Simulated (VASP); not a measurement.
Here is a VASP 6.6.1 calculation.

Contents of INCAR:

```
SYSTEM = TiO2
ALGO = Fast ; EDIFF = 1E-6
ENCUT = 520 ; GGA = PS
ISIF = 2 ; ISMEAR = 0
LASPH = .True. ; LCHARG = .False.
LREAL = .False. ; LWAVE = .False.
NBANDS = 33 ; NELM = 100
PREC = Accurate ; SIGMA = 0.02
```

Contents of KPOINTS:

```
k-points
0
Gamma
  10 10 10
  0 0 0
```

File POSCAR:

```
TiO2
1.0
   -1.8846944605      1.8846944605      4.7773543165
    1.8846944605     -1.8846944605      4.7773543165
    1.8846944605      1.8846944605     -4.7773543165
Ti O
2 4
Direct
    0.0000000000      0.0000000000      0.0000000000
    0.7500000000      0.2500000000      0.5000000000
    0.2074864255      0.2074864255      0.0000000000
    0.9574864255      0.4574864255      0.5000000000
    0.5425135745      0.0425135745      0.5000000000
    0.7925135745      0.7925135745      0.0000000000
```

Potentials or basis: VASP PAW PBE potentials, release 64 (Ti_sv, O).

The run is started by

```console
$ cat potpaw_PBE.64/Ti_sv/POTCAR potpaw_PBE.64/O/POTCAR > POTCAR
$ mpirun -np 1 vasp_std > vasp.out
```

(1) What does it give for the pressure?

(2) What does it give for the band gap on the k mesh?

(3) Predict the largest force.

Results:

(1) 0.7 GPa.

(2) 2.10 eV, indirect (least direct gap 2.42 eV).

(3) 0.020 eV/Å.

Caveat: the PAW data sets were made with another functional, which shifts forces and pressure a little.
